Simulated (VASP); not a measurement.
## KBr: relaxation of cell and atoms with PBEsol

The system is KBr.

```
K Br
1.0
     0.00000    3.30000    3.30000
     3.30000    0.00000    3.30000
     3.30000    3.30000    0.00000
K Br
1 1
Cartesian
  0.0000 0.0000 0.0000
  3.3000 3.3000 3.3000
```

```yaml
Program: VASP 6.6.1
Task: relaxation of cell and atoms
Functional: PBEsol
Potentials_or_basis: VASP PAW PBE potentials, release 64 (K_sv, Br)
Cutoff: 600 eV
k_mesh: 8 × 8 × 8
Occupations: gaussian, width 0.03 eV
Spin: no spin polarisation
Further_INCAR_settings: ALGO = Normal; EDIFF = 1e-06; IBRION = 2; EDIFFG = -0.01; NSW = 90; ISIF = 3
```

* Relaxed volume: 35.28 Å³/atom
* Relaxed cell: a = 4.638 Å, b = 4.638 Å, c = 4.638 Å, α = 60.00°, β = 60.00°, γ = 60.00°
* Space group after relaxing (to 0.05 Å): Fm-3m (No. 225)
* Energy gained by relaxing: 0.6 meV/atom
* Ionic steps: 5
* Pressure after relaxing: 0.0 GPa
* Band gap on the k mesh: 4.32 eV, direct

The path:
| step | energy change (eV) | largest force (eV/Å) | pressure (GPa) | volume (Å³) |
| --- | --- | --- | --- | --- |
| 1 | 0.0000 | 0.0000 | -0.27 | 71.87 |
| 2 | -0.0008 | 0.0000 | -0.14 | 71.24 |
| 3 | -0.0011 | 0.0000 | -0.05 | 70.81 |
| 4 | -0.0009 | 0.0000 | 0.14 | 69.95 |
| 5 | -0.0012 | 0.0000 | -0.02 | 70.57 |

Final structure:
```
CELL_PARAMETERS angstrom
0.00000 3.27989 3.27989
3.27989 0.00000 3.27989
3.27989 3.27989 0.00000
ATOMIC_POSITIONS crystal
K 0.00000 0.00000 0.00000
Br 0.50000 0.50000 0.50000
```

Levels at points of the mesh, in eV from the valence-band top:
```
           k point  band 4  band 5  band 6  band 7  band 8  band 9  band 10  band 11  band 12
(0.00, 0.00, 0.00)  -11.12  -11.12    0.00    0.00    0.00    4.32     7.53     7.53     7.53
(0.50, 0.00, 0.00)  -11.12  -10.88   -1.25   -0.36   -0.36    6.47     8.19     9.77     9.77
(0.50, 0.50, 0.00)  -11.16  -11.16   -0.85   -0.30   -0.30    5.72     7.15     9.36     9.45
```

Run time: 59 s on 1 thread of Intel(R) Xeon(R) 6975P-C (Granite Rapids) (shared host), peak memory 0.26 GiB.

Caveat: the PAW data sets were made with another functional, which shifts forces and pressure a little. As with any semilocal functional, this PBEsol gap is likely too small.
